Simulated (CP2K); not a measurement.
# PtSe2 (Sudovikovite) (P-3m1) in CP2K: equation of state

How stiff is PtSe2 (Sudovikovite) in PBEsol, and what volume does it want? The cell is scaled to several volumes.

All numbers are computed with CP2K 2026.2; they aren't measurements. Logs are shortened: lines on timing, memory, paths and dates and some standing lists are left out, and cuts for length are marked.

## Step 1: Starting point

Symmetry: P-3m1, No. 164, trigonal system. Conventional cell: a = 3.724 Å, b = 3.724 Å, c = 5.062 Å, α = 90.00°, β = 90.00°, γ = 120.00°. Pt (site symmetry -3m) has 6 Se at 2.49 Å as nearest neighbours. Around Se (site symmetry 3m) lie 3 Pt at 2.49 Å.

## Step 2: Single point, PBEsol, 20.27 Å³/atom

File ptse2_eos.inp:

```
&GLOBAL
  PROJECT ptse2_eos
  RUN_TYPE ENERGY_FORCE
  PRINT_LEVEL LOW
&END GLOBAL
&FORCE_EVAL
  METHOD QS
  STRESS_TENSOR ANALYTICAL
  &DFT
    BASIS_SET_FILE_NAME BASIS_MOLOPT_UZH
    POTENTIAL_FILE_NAME POTENTIAL_UZH
    &MGRID
      CUTOFF 450
      REL_CUTOFF 60
      NGRIDS 4
    &END MGRID
    &QS
      METHOD GPW
      EPS_DEFAULT 1.0E-10
    &END QS
    &KPOINTS
      SCHEME MONKHORST-PACK 8 8 5
      GAMMA_CENTERED T
      SYMMETRY T
      SYMMETRY_BACKEND SPGLIB
    &END KPOINTS
    &SCF
      SCF_GUESS ATOMIC
      EPS_SCF 1.0E-6
      MAX_SCF 100
      ADDED_MOS 15
      CHOLESKY OFF
      EPS_EIGVAL 1.0E-7
      &DIAGONALIZATION ON
        ALGORITHM STANDARD
      &END DIAGONALIZATION
      &MIXING ON
        METHOD BROYDEN_MIXING
        ALPHA 0.4
        BETA 1.5
        NBUFFER 8
      &END MIXING
      &SMEAR ON
        METHOD FERMI_DIRAC
        ELECTRONIC_TEMPERATURE [K] 580.226
      &END SMEAR
    &END SCF
    &XC
      &XC_FUNCTIONAL
        &GGA_X_PBE_SOL
        &END GGA_X_PBE_SOL
        &GGA_C_PBE_SOL
        &END GGA_C_PBE_SOL
      &END XC_FUNCTIONAL
    &END XC
    &PRINT
      &KPOINTS ON
      &END KPOINTS
      &MULLIKEN ON
      &END MULLIKEN
      &MO ON
        ENERGIES T
        OCCUPATION_NUMBERS T
        &EACH
          QS_SCF 0
        &END EACH
        ADD_LAST NUMERIC
      &END MO
    &END PRINT
  &END DFT
  &SUBSYS
    &CELL
      A 3.7240000000 0.0000000000 0.0000000000
      B -1.8620000000 3.2250786037 0.0000000000
      C 0.0000000000 0.0000000000 5.0620000000
      PERIODIC XYZ
    &END CELL
    &COORD
      Pt  0.0000000000 0.0000000000 0.0000000000
      Se  1.8620000002 1.0750262011 3.7965000000
      Se  -0.0000000002 2.1500524026 1.2655000000
    &END COORD
    &KIND Pt
      BASIS_SET TZVP-MOLOPT-PBE-GTH-q18
      POTENTIAL GTH-PBE-q18
    &END KIND
    &KIND Se
      BASIS_SET TZVP-MOLOPT-PBE-GTH-q6
      POTENTIAL GTH-PBE-q6
    &END KIND
    &PRINT
      &ATOMIC_COORDINATES ON
      &END ATOMIC_COORDINATES
      &CELL ON
      &END CELL
    &END PRINT
  &END SUBSYS
  &PRINT
    &FORCES ON
    &END FORCES
    &STRESS_TENSOR ON
    &END STRESS_TENSOR
  &END PRINT
&END FORCE_EVAL
```

Potentials or basis: POTENTIAL_UZH Pt GTH-PBE-q18, Se GTH-PBE-q6; TZVP-MOLOPT-PBE-GTH basis.

Started as:

```bash
> OMP_NUM_THREADS=1 cp2k.psmp -i ptse2_eos.inp -o ptse2_eos.out
```

ptse2_eos.out:

```text

 CP2K| version string:                                       CP2K version 2026.2
 CP2K| Input file name                                             ptse2_eos.inp

 GLOBAL| Force Environment number                                              1
 GLOBAL| Basis set file name                                    BASIS_MOLOPT_UZH
 GLOBAL| Potential file name                                       POTENTIAL_UZH
 GLOBAL| MM Potential file name                                     MM_POTENTIAL
 GLOBAL| Coordinate file name                                      __STD_INPUT__
 GLOBAL| Method name                                                        CP2K
 GLOBAL| Project name                                                  ptse2_eos
 GLOBAL| Run type                                                   ENERGY_FORCE
 GLOBAL| FFT library                                                       FFTW3
[... 6 lines left out ...]
 GLOBAL| Total number of message passing processes                             1
 GLOBAL| Number of threads for this process                                    1
 GLOBAL| CPU model name                          Intel(R) Xeon(R) Platinum 8488C

 CELL| Volume [angstrom^3]:                                            60.795596
 CELL| Vector a [angstrom]:       3.724     0.000     0.000   |a| =     3.724000
 CELL| Vector b [angstrom]:      -1.862     3.225     0.000   |b| =     3.724000
 CELL| Vector c [angstrom]:       0.000     0.000     5.062   |c| =     5.062000
 CELL| Angle (b,c), alpha [degree]:                                    90.000000
 CELL| Angle (a,c), beta  [degree]:                                    90.000000
 CELL| Angle (a,b), gamma [degree]:                                   120.000000
 CELL| Numerically orthorhombic:                                              NO
 CELL| Periodicity                                                           XYZ

 CELL_REF| Volume [angstrom^3]:                                        60.795596
 CELL_REF| Vector a [angstrom     3.724     0.000     0.000   |a| =     3.724000
 CELL_REF| Vector b [angstrom    -1.862     3.225     0.000   |b| =     3.724000
 CELL_REF| Vector c [angstrom     0.000     0.000     5.062   |c| =     5.062000
 CELL_REF| Angle (b,c), alpha [degree]:                                90.000000
 CELL_REF| Angle (a,c), beta  [degree]:                                90.000000
 CELL_REF| Angle (a,b), gamma [degree]:                               120.000000
 CELL_REF| Numerically orthorhombic:                                          NO
 CELL_REF| Periodicity                                                       XYZ
[... 10 lines left out ...]

  Total number of            - Atomic kinds:                                   2
                             - Atoms:                                          3
                             - Shell sets:                                     3
                             - Shells:                                        25
                             - Primitive Cartesian functions:                 14
                             - Cartesian basis functions:                     77
                             - Spherical basis functions:                     69

  Maximum angular momentum of- Orbital basis functions:                        3
                             - Local part of the GTH pseudopotential:          2
                             - Non-local part of the GTH pseudopotential:      5

[... 105 lines left out ...]
     7 Broy./Diag. 0.40E+00    1.8     0.00032960      -138.9443618286  7.08E-03
     8 Broy./Diag. 0.40E+00    1.9     0.00046402      -138.9439789435  3.83E-04
     9 Broy./Diag. 0.40E+00    1.9     0.00012440      -138.9453484515 -1.37E-03
    10 Broy./Diag. 0.40E+00    1.9     0.00005469      -138.9457863666 -4.38E-04
    11 Broy./Diag. 0.40E+00    1.9     0.00003292      -138.9457087156  7.77E-05
    12 Broy./Diag. 0.40E+00    1.9     0.00001393      -138.9456001901  1.09E-04
    13 Broy./Diag. 0.40E+00    1.9     0.00001210      -138.9455707460  2.94E-05
    14 Broy./Diag. 0.40E+00    2.0     0.00000097      -138.9455619899  8.76E-06

  *** SCF run converged in    14 steps ***

  Electronic density on regular grids:        -30.0000000018       -0.0000000018
  Core density on regular grids:               29.9999999967       -0.0000000033
  Total charge density on r-space grids:       -0.0000000052
  Total charge density g-space grids:          -0.0000000052

  Overlap energy of the core charge distribution:               0.00000000578171
  Self energy of the core charge distribution:               -222.50115366450544
  Core Hamiltonian energy:                                     49.45419903907668
  Hartree energy:                                              49.82162093562555
  Exchange-correlation energy:                                -15.72000830168187
  Electronic entropic energy:                                  -0.00022000466130
  Fermi energy:                                                 0.30827588373655

  Total energy:                                              -138.94556198993135
  Total energy (extrapolated to T->0):                       -138.94545198760071

 MO| EIGENVALUES AND OCCUPATION NUMBERS FOR K POINT 1
 MO|
 MO|  Index      Eigenvalue [a.u.]        Eigenvalue [eV]             Occupation
 MO|      1              -3.339833             -90.881482               2.000000
 MO|      2              -1.677060             -45.635123               2.000000
 MO|      3              -1.676940             -45.631862               2.000000
 MO|      4              -1.672542             -45.512169               2.000000
 MO|      5              -0.198897              -5.412258               2.000000
 MO|      6              -0.194126              -5.282438               2.000000
[... 497 lines left out ...]
 MO|     29               0.980889              26.691342               0.000000
 MO|     30               1.074930              29.250346               0.000000
 MO| Sum:                                                              30.000031
 MO| E(Fermi):            0.308276 a.u.          8.388613 eV

 [... the levels of further k-points ...]

 !-----------------------------------------------------------------------------!
                     Mulliken Population Analysis

 #  Atom  Element  Kind  Atomic population                           Net charge
       1     Pt       1         18.322322                             -0.322322
       2     Se       2          5.838839                              0.161161
       3     Se       2          5.838839                              0.161161
 # Total charge                             30.000000                 -0.000000

 !-----------------------------------------------------------------------------!

 ENERGY| Total FORCE_EVAL ( QS ) energy [hartree]           -138.945565476627422

 FORCES| Atomic forces [hartree/bohr]
 FORCES|   Atom     x               y               z               |f|
 FORCES|      1 -1.08247006E-10  1.11094448E-10  2.36753362E-09   2.37260928E-09
 FORCES|      2  1.08247348E-07 -6.30774494E-08 -1.13753749E-02   1.13753749E-02
 FORCES|      3 -1.08131405E-07  6.29563859E-08  1.13753727E-02   1.13753727E-02
 FORCES| Sum     7.69603262E-12 -9.96901728E-12  1.03246304E-10
 FORCES| Total atomic force                                       1.04011583E-10

 STRESS| Analytical stress tensor [bar]
 STRESS|                        x                   y                   z
 STRESS|      x        5.16524452384E+04  -9.81471516638E-01   1.84316478554E-02
 STRESS|      y       -9.81471516638E-01   5.16513149463E+04  -1.07671645363E-02
 STRESS|      z        1.84316478554E-02  -1.07671645363E-02   3.31069829917E+04
 STRESS| 1/3 Trace                                             4.54702477255E+04
 STRESS| Determinant                                           8.83266733330E+13

 STRESS| Eigenvectors and eigenvalues of the analytical stress tensor [bar]
 STRESS|                        1                   2                   3
 STRESS| Eigenvalues   3.31069829916E+04   5.16507475393E+04   5.16530126454E+04
 STRESS|      x          -0.000000993832      0.500498834421      0.865737209979
 STRESS|      y           0.000000580565      0.865737209979     -0.500498834421
 STRESS|      z           0.999999999999     -0.000000005205      0.000001150970
```

Run time: 32 s. Hardware: 1 thread of Intel Xeon Platinum 8488C (Sapphire Rapids), shared host; peak memory 0.36 GiB.

What came out:

```
Free energy            : -3780.9011 eV
Pressure               : 4.5 GPa
Largest force          : 0.585 eV/Å
Band gap on the k mesh : none (metal or under the smearing width)
Mulliken charges       : Pt -0.32; Se +0.16 e
```

Caveat: Mulliken charges move with the basis; the potentials were made for another functional, which shifts forces and pressure; the basis of atomic orbitals isn't converged, which shifts pressures, moduli and gaps.

## Step 3: Single point, PBEsol, 19.86 Å³/atom (volume scaled by 0.98)

Edit ptse2_eos.inp of step 2 so:

```diff
@@ -11,2 +11,3 @@
     POTENTIAL_FILE_NAME POTENTIAL_UZH
+    WFN_RESTART_FILE_NAME previous-RESTART.kp
     &MGRID
@@ -27,3 +28,3 @@
     &SCF
-      SCF_GUESS ATOMIC
+      SCF_GUESS RESTART
       EPS_SCF 1.0E-6
@@ -72,5 +73,5 @@
     &CELL
-      A 3.7240000000 0.0000000000 0.0000000000
-      B -1.8620000000 3.2250786037 0.0000000000
-      C 0.0000000000 0.0000000000 5.0620000000
+      A 3.6990059583 0.0000000000 0.0000000000
+      B -1.8495029792 3.2034331287 0.0000000000
+      C 0.0000000000 0.0000000000 5.0280258220
       PERIODIC XYZ
@@ -79,4 +80,4 @@
       Pt  0.0000000000 0.0000000000 0.0000000000
-      Se  1.8620000002 1.0750262011 3.7965000000
-      Se  -0.0000000002 2.1500524026 1.2655000000
+      Se  1.8495029793 1.0678110428 3.7710193665
+      Se  -0.0000000002 2.1356220859 1.2570064555
     &END COORD
```

Potentials or basis: POTENTIAL_UZH Pt GTH-PBE-q18, Se GTH-PBE-q6; TZVP-MOLOPT-PBE-GTH basis.

Started as:

```bash
> OMP_NUM_THREADS=1 cp2k.psmp -i ptse2_eos.inp -o ptse2_eos.out
```

It took 35 s on 1 thread of Intel Xeon Platinum 8488C (Sapphire Rapids), shared host; peak memory 0.35 GiB.

Results (log left out):

| Item | Value |
| --- | --- |
| Free energy | -3780.8551 eV |
| Pressure | 7.6 GPa |
| Largest force | 0.867 eV/Å |
| Band gap on the k mesh | none (metal or under the smearing width) |
| Mulliken charges | Pt -0.33; Se +0.16 e |

Caveat: Mulliken charges move with the basis; the potentials were made for another functional, which shifts forces and pressure; the basis of atomic orbitals isn't converged, which shifts pressures, moduli and gaps.

## Step 4: Single point, PBEsol, 20.67 Å³/atom (volume scaled by 1.02)

Edit ptse2_eos.inp of step 3 so:

```diff
@@ -73,5 +73,5 @@
     &CELL
-      A 3.6990059583 0.0000000000 0.0000000000
-      B -1.8495029792 3.2034331287 0.0000000000
-      C 0.0000000000 0.0000000000 5.0280258220
+      A 3.7486629704 0.0000000000 0.0000000000
+      B -1.8743314852 3.2464373626 0.0000000000
+      C 0.0000000000 0.0000000000 5.0955241558
       PERIODIC XYZ
@@ -80,4 +80,4 @@
       Pt  0.0000000000 0.0000000000 0.0000000000
-      Se  1.8495029793 1.0678110428 3.7710193665
-      Se  -0.0000000002 2.1356220859 1.2570064555
+      Se  1.8743314854 1.0821457874 3.8216431168
+      Se  -0.0000000002 2.1642915752 1.2738810389
     &END COORD
```

Started as:

```bash
> OMP_NUM_THREADS=1 cp2k.psmp -i ptse2_eos.inp -o ptse2_eos.out
```

Wall time 34 s (1 thread of Intel Xeon Platinum 8488C (Sapphire Rapids), shared host); peak memory 0.35 GiB.

The run converged. Its results:

```
Free energy            : -3780.9249 eV
Pressure               : 1.8 GPa
Largest force          : 0.326 eV/Å
Band gap on the k mesh : none (metal or under the smearing width)
Mulliken charges       : Pt -0.32; Se +0.16 e
```

Caveat: Mulliken charges move with the basis; the potentials were made for another functional, which shifts forces and pressure; the basis of atomic orbitals isn't converged, which shifts pressures, moduli and gaps.

[end of part 1 of 2]
